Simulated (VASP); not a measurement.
# Sn (Immm) in VASP: notebook

Runs on Sn. Level: PBE. Tasks: single point.

Everything below comes from runs of VASP 6.6.1. Logs are shortened: lines on timing, memory, paths and dates and some standing lists are left out, and cuts for length are marked.

## 1. The cell of the first run

The structure is orthorhombic, space group Immm (No. 71). The conventional cell has a = 3.523 Å, b = 3.692 Å, c = 4.813 Å, α = 90.00°, β = 90.00°, γ = 90.00°. Sn (site symmetry mmm) has 12 Sn at 3.51 to 3.69 Å as nearest neighbours.

This isn't the form of Sn at room conditions, which is tetragonal (white tin).

## 2. Single point, PBE (strained and moved within the space group)

Contents of INCAR:

```
  PREC = Accurate
  ENCUT = 520
  EDIFF = 1E-6
  ISMEAR = 0
  SIGMA = 0.1
  LREAL = False
  LASPH = True
  NELM = 100
  ALGO = Fast
  ISIF = 2
  LWAVE = False
  LCHARG = True
  GGA = PE
  LELF = True
  LVHAR = True
  NBANDS = 13
```

Contents of KPOINTS:

```
Automatic mesh
0
Gamma
  16 16 16
```

Contents of POSCAR:

```
Sn
1.0
   -1.7614323532      1.8459296831      2.4062942185
    1.7614323532     -1.8459296831      2.4062942185
    1.7614323532      1.8459296831     -2.4062942185
Sn
1
Direct
    0.0000000000      0.0000000000      0.0000000000
```

Potentials or basis: VASP PAW PBE potentials, release 64 (Sn_d).

Launch:

```sh
cat potpaw_PBE.64/Sn_d/POTCAR > POTCAR
mpirun -np 1 vasp_std > vasp.out
```

OUTCAR:

```text
PREC = Accurate
   ENCUT = 520
   EDIFF = 1E-6
   ISMEAR = 0
   LREAL = False
   LASPH = True
   NELM = 100
   ISIF = 2
   GGA = PE

 ion  position               nearest neighbor table
   1  0.000  0.000  0.000-

  LATTYP: Found a body centered orthorhombic cell.
 ALAT       =     3.5228647064
 B/A-ratio  =     1.0479708061
 C/A-ratio  =     1.3661008407

  Lattice vectors:

 A1 = (  -1.7614323532,   1.8459296831,   2.4062942185)
 A2 = (   1.7614323532,  -1.8459296831,   2.4062942185)
 A3 = (   1.7614323532,   1.8459296831,  -2.4062942185)

Analysis of symmetry for initial positions (statically):
=====================================================================
 Subroutine PRICEL returns:
 Original cell was already a primitive cell.

 Routine SETGRP: Setting up the symmetry group for a
 body centered orthorhombic supercell.

 Subroutine GETGRP returns: Found  8 space group operations
 (whereof  8 operations were pure point group operations)
 out of a pool of  8 trial point group operations.

The static configuration has the point symmetry D_2h.

Analysis of symmetry for dynamics (positions and initial velocities):
=====================================================================
 Subroutine PRICEL returns:
 Original cell was already a primitive cell.

 Routine SETGRP: Setting up the symmetry group for a
 body centered orthorhombic supercell.

 Subroutine GETGRP returns: Found  8 space group operations
 (whereof  8 operations were pure point group operations)
 out of a pool of  8 trial point group operations.

The dynamic configuration has the point symmetry D_2h.

 Subroutine INISYM returns: Found  8 space group operations
 (whereof  8 operations are pure point group operations),
 and found     1 'primitive' translations

----------------------------------------------------------------------------------------

                                     Primitive cell

  volume of cell :      31.2961

  direct lattice vectors                    reciprocal lattice vectors
    -1.761432353  1.845929683  2.406294218     0.000000000  0.270866222  0.207788389
     1.761432353 -1.845929683  2.406294218     0.283859893  0.000000000  0.207788389
     1.761432353  1.845929683 -2.406294218     0.283859893  0.270866222  0.000000000

  length of vectors
     3.507185794  3.507185794  3.507185794     0.341386182  0.351784670  0.392358190

  position of ions in fractional coordinates (direct lattice)
     0.000000000  0.000000000  0.000000000

  ion indices of the primitive-cell ions
   primitive index   ion index
                 1           1

----------------------------------------------------------------------------------------

 KPOINTS: Automatic mesh

Automatic generation of k-mesh.
 Grid dimensions read from file:
 generate k-points for:   16   16   16

 Generating k-lattice:

  Cartesian coordinates                     Fractional coordinates (reciprocal lattice)
     0.000000000  0.016929139  0.012986774     0.062500000  0.000000000  0.000000000
     0.017741243  0.000000000  0.012986774     0.000000000  0.062500000 -0.000000000
     0.017741243  0.016929139  0.000000000     0.000000000 -0.000000000  0.062500000

  Length of vectors
     0.021336636  0.021986542  0.024522387

  Shift w.r.t. Gamma in fractional coordinates (k-lattice)
     0.000000000  0.000000000  0.000000000

 Subroutine IBZKPT returns following result:
 ===========================================

 Found    621 irreducible k-points:

 Following reciprocal coordinates:
            Coordinates               Weight
  0.000000  0.000000  0.000000      1.000000
  0.062500 -0.000000  0.000000      4.000000
  0.125000 -0.000000  0.000000      4.000000
  0.187500 -0.000000  0.000000      4.000000
  0.250000 -0.000000  0.000000      4.000000
  0.312500 -0.000000  0.000000      4.000000
[... 16 lines left out ...]
 -0.187500  0.062500  0.000000      8.000000
 -0.125000  0.062500 -0.000000      8.000000
 [... further k-points ...]
   k-points           NKPTS =    621   k-points in BZ     NKDIM =    621   number of bands    NBANDS=     13
   number of dos      NEDOS =    301   number of ions     NIONS =      1
   total plane-waves  NPLWV =  21952
   dimension x,y,z NGX =    28 NGY =   28 NGZ =   28
   dimension x,y,z NGXF=    56 NGYF=   56 NGZF=   56
   ions per type =               1
   NGX,Y,Z   is equivalent  to a cutoff of  13.27, 13.27, 13.27 a.u.
   NGXF,Y,Z  is equivalent  to a cutoff of  26.54, 26.54, 26.54 a.u.
 SYSTEM =  unknown system
   PREC   = accura    normal or accurate (medium, high low for compatibility)
   ISTART =      0    job   : 0-new  1-cont  2-samecut
   ICHARG =      2    charge: 1-file 2-atom 10-const
   ISPIN  =      1    spin polarized calculation?
   LNONCOLLINEAR =      F non collinear calculations
   LSORBIT =      F    spin-orbit coupling
   LASPH  =      T    aspherical Exc in radial PAW
   ENCUT  =  520.0 eV  38.22 Ry    6.18 a.u.   6.52  6.52  6.52*2*pi/ulx,y,z
   NELM   =    100;   NELMIN=  2; NELMDL= -5     # of ELM steps
   EDIFF  = 0.1E-05   stopping-criterion for ELM
   LREAL  =      F    real-space projection
   EDIFFG = 0.1E-04   stopping-criterion for IOM
   NSW    =      0    number of steps for IOM
   IBRION =     -1    ionic relax: 0-MD 1-quasi-New 2-CG
   NFREE  =      0    steps in history (QN), initial steepest desc. (CG)
   ISIF   =      2    stress and relaxation
   ISYM   =      2    0-nonsym 1-usesym 2-fastsym
   POTIM  = 0.5000    time-step for ionic-motion
   TEBEG  =    0.0;   TEEND  =   0.0 temperature during run
   PSTRESS=    0.0 pullay stress
   NELECT =      14.0000    total number of electrons
   NUPDOWN=      -1.0000    fix difference up-down
   EMIN   =  10.00;   EMAX   =-10.00  energy-range for DOS
   EFERMI =   0.00;   METHOD = LEGACY
   ISMEAR =     0;   SIGMA  =   0.10  broadening in eV -4-tet -1-fermi 0-gaus
   EFERMI_NEDOS =   21; number of points for ismear=-14 and -15
   IALGO  =     68    algorithm
   IMIX   =      4    mixing-type and parameters
     AMIX     =   0.40;   BMIX     =  1.00
     AMIX_MAG =   1.60;   BMIX_MAG =  1.00
  volume/ion in A,a.u.               =      31.30       211.20
  Fermi-wavevector in a.u.,A,eV,Ry     =   1.252048  2.366027 21.328814  1.567624
  Thomas-Fermi vector in A             =   2.385967
   LORBIT       =      0    0 simple, 1 ext, 2 COOP (PROOUT), +10 PAW based schemes
   GGA     = PE    functional components
   LHFCALC =     F    Hartree Fock is set to
   AEXX    =    0.0000 exact exchange contribution
   IVDW    =     0    specifies the selected vdW correction
   LEPSILON=     F    determine dielectric tensor
   LRPA    =     F    only Hartree local field effects (RPA)
 non-spin polarized calculation
 RMM-DIIS sequential band-by-band and
 Gauss-broadening in eV      SIGMA  =   0.10
  energy-cutoff  :      520.00
  volume of cell :       31.30
 maximum number of plane-waves:       862
 NGX is ok and might be reduce to    28
   NGX = 13   NGY = 13   NGZ = 13

 number of electron      13.9999998 magnetization

 Free energy of the ion-electron system (eV)
  ---------------------------------------------------
  ext. energy  EPLUGINS =         0.00000000
  ---------------------------------------------------
  free energy    TOTEN  =        -3.73935268 eV

  energy without entropy =       -3.73646416  energy(sigma->0) =       -3.73790842

 E-fermi :   6.5498     XC(G=0):  -9.7186

 val. band max:        6.5448131164   @ k =   0.5000  -0.3125   0.0625
 cond. band min:       6.5586761528   @ k =   0.4375   0.2500   0.1250
 fundamental gap:      0.0138630364
 Fermi energy:         6.5497556689

 k-point     1 :       0.0000    0.0000    0.0000
  band No.  band energies     occupation
      1     -15.0024      2.00000
      2     -14.9837      2.00000
      3     -14.9753      2.00000
      4     -14.9524      2.00000
      5     -14.9248      2.00000
      6      -3.6463      2.00000
      7      12.7620      0.00000
      8      13.0166      0.00000
      9      13.5649      0.00000
     10      16.9792      0.00000
     11      17.0774      0.00000
     12      17.4994      0.00000
     13      18.0283      0.00000

 k-point     2 :       0.0625   -0.0000    0.0000
  band No.  band energies     occupation
      1     -15.0008      2.00000
      2     -14.9817      2.00000
      3     -14.9751      2.00000
      4     -14.9518      2.00000
      5     -14.9251      2.00000
      6      -3.5777      2.00000
      7      12.0697      0.00000
      8      12.8777      0.00000
      9      13.4337      0.00000
     10      16.4918      0.00000
     11      17.3919      0.00000
     12      18.2012      0.00000
     13      18.5159      0.00000

 k-point     3 :       0.1250   -0.0000    0.0000
  band No.  band energies     occupation
      1     -14.9966      2.00000
      2     -14.9775      2.00000
      3     -14.9746      2.00000
      4     -14.9485      2.00000
      5     -14.9255      2.00000
      6      -3.3719      2.00000
      7      10.5007      0.00000
      8      12.7382      0.00000
      9      13.1061      0.00000
     10      16.1515      0.00000
     11      17.7513      0.00000
     12      18.4834      0.00000
     13      19.3319      0.00000
[... 305 lines left out ...]
 k-point    23 :      -0.1875    0.0625    0.0000
  band No.  band energies     occupation
      1     -14.9966      2.00000
      2     -14.9735      2.00000
      3     -14.9696      2.00000
      4     -14.9465      2.00000
      5     -14.9225      2.00000
      6      -3.1092      2.00000
      7       9.4513      0.00000
      8      12.0502      0.00000
      9      12.6575      0.00000
     10      15.9854      0.00000
     11      17.4859      0.00000
     12      18.7256      0.00000
     13      18.8712      0.00000

 k-point    24 :      -0.1250    0.0625   -0.0000
  band No.  band energies     occupation
      1     -15.0001      2.00000
      2     -14.9774      2.00000
      3     -14.9705      2.00000
      4     -14.9523      2.00000
      5     -14.9239      2.00000
      6      -3.4003      2.00000
      7      11.1261      0.00000
      8      12.3036      0.00000
      9      12.9995      0.00000
     10      15.9658      0.00000
     11      18.0171      0.00000
     12      18.4320      0.00000
     13      18.6111      0.00000

 [... further k-points ...]

------------------------ aborting loop because EDIFF is reached ----------------------------------------

  FORCE on cell =-STRESS in cart. coord.  units (eV):
  Direction    XX          YY          ZZ          XY          YZ          ZX
  --------------------------------------------------------------------------------------
  -------------------------------------------------------------------------------------
  Total       -0.7337101     -0.8684689     -0.7653720     -0.0000000      0.0000000      0.0000000
  in kB      -37.5617020    -44.4605690    -39.1826078     -0.0000000      0.0000000      0.0000000
  external PRESSURE =     -40.4016263 kB  Pullay stress =       0.0000000 kB

 VOLUME and BASIS-vectors are now :
 -----------------------------------------------------------------------------
  energy-cutoff  :      520.00
  volume of cell :       31.30
      direct lattice vectors                 reciprocal lattice vectors
    -1.761432353  1.845929683  2.406294218     0.000000000  0.270866222  0.207788389
     1.761432353 -1.845929683  2.406294218     0.283859893  0.000000000  0.207788389
     1.761432353  1.845929683 -2.406294218     0.283859893  0.270866222  0.000000000

 POSITION                                       TOTAL-FORCE (eV/Angst)
 -----------------------------------------------------------------------------------
      0.00000      0.00000      0.00000         0.000000     -0.000000      0.000000
 -----------------------------------------------------------------------------------
    total drift:                               -0.000000     -0.000000     -0.000000

  FREE ENERGIE OF THE ION-ELECTRON SYSTEM (eV)
  ---------------------------------------------------
  free  energy   TOTEN  =        -3.7393526819 eV

  energy  without entropy=       -3.7364641595  energy(sigma->0) =       -3.73790842
```

Run time: 3.7 min. Hardware: 1 thread of Intel Xeon Platinum 8259CL at 2.50GHz (Skylake/Cascade Lake), shared host; peak memory 0.34 GiB.

What came out:

- Free energy: -3.7394 eV
- Pressure: -4.0 GPa
- Band gap on the k mesh: none (metal or under the smearing width)

Stress tensor (GPa, compression positive):
```
-3.76  0.00  0.00
 0.00 -4.45  0.00
 0.00  0.00 -3.92
```

Levels at points of the mesh, in eV from the Fermi level:
```csv
k point,band 4,band 5,band 6,band 7,band 8,band 9,band 10,band 11
"(0.00, 0.00, 0.00)",-21.50,-21.47,-10.20,6.21,6.47,7.02,10.43,10.53
"(0.50, 0.00, 0.00)",-21.45,-21.43,-6.79,-3.99,4.92,5.55,9.17,9.99
"(0.00, 0.50, 0.00)",-21.44,-21.43,-6.42,-3.89,4.28,5.11,8.42,9.11
"(0.50, 0.50, 0.00)",-21.43,-21.42,-5.29,-3.22,1.95,2.32,5.28,5.77
"(0.50, 0.50, 0.50)",-21.42,-21.42,-4.64,-2.76,0.97,1.95,4.36,5.47
```

## 3. Single point, PBE (strained and moved within a subgroup)

Contents of INCAR:

```
SYSTEM = Sn
ALGO = Fast
EDIFF = 1E-6
ENCUT = 520
GGA = PE
ISIF = 2
ISMEAR = 0
LASPH = .True.
LCHARG = .False.
LREAL = .False.
LWAVE = .False.
NBANDS = 13
NELM = 100
PREC = Accurate
SIGMA = 0.1
```

Contents of KPOINTS:

```
k-points
0
Gamma
  16 16 16
  0 0 0
```

Contents of POSCAR:

```
Sn
1.0
   -1.7627272574      1.8644663938      2.4595382659
    1.7627272574     -1.8644663938      2.4595382659
    1.7627272574      1.8644663938     -2.4595382659
Sn
1
Direct
    0.0000000000      0.0000000000      0.0000000000
```

Potentials or basis: VASP PAW PBE potentials, release 64 (Sn_d).

Launch:

```sh
cat potpaw_PBE.64/Sn_d/POTCAR > POTCAR
mpirun -np 1 vasp_std > vasp.out
```

It took 3.8 min on 1 thread of Intel Xeon Platinum 8259CL at 2.50GHz (Skylake/Cascade Lake), shared host; peak memory 0.35 GiB.

Results (log left out):

```yaml
Free_energy: -3.7104 eV
Pressure: -4.8 GPa
Band_gap_on_the_k_mesh: none (metal or under the smearing width)
```

Stress tensor (GPa, compression positive):
```
-4.51  0.00  0.00
 0.00 -5.18  0.00
 0.00  0.00 -4.74
```

Levels at points of the mesh, in eV from the Fermi level:
| k point | band 3 | band 4 | band 5 | band 6 | band 7 | band 8 | band 9 | band 10 | band 11 | band 12 |
| --- | --- | --- | --- | --- | --- | --- | --- | --- | --- | --- |
| (0.00, 0.00, 0.00) | -21.54 | -21.51 | -21.49 | -10.01 | 5.88 | 6.21 | 6.83 | 10.16 | 10.48 | 10.58 |
| (0.50, 0.00, 0.00) | -21.53 | -21.47 | -21.45 | -6.80 | -3.85 | 4.93 | 5.27 | 9.07 | 9.93 | 10.06 |
| (0.00, 0.50, 0.00) | -21.52 | -21.46 | -21.45 | -6.36 | -3.75 | 4.17 | 4.83 | 8.23 | 9.02 | 9.74 |
| (0.50, 0.50, 0.00) | -21.47 | -21.44 | -21.44 | -5.27 | -3.07 | 1.88 | 2.14 | 5.12 | 5.66 | 17.77 |
| (0.50, 0.50, 0.50) | -21.46 | -21.44 | -21.44 | -4.85 | -2.75 | 0.98 | 2.12 | 4.36 | 5.59 | 18.56 |

[end of part 1 of 2]
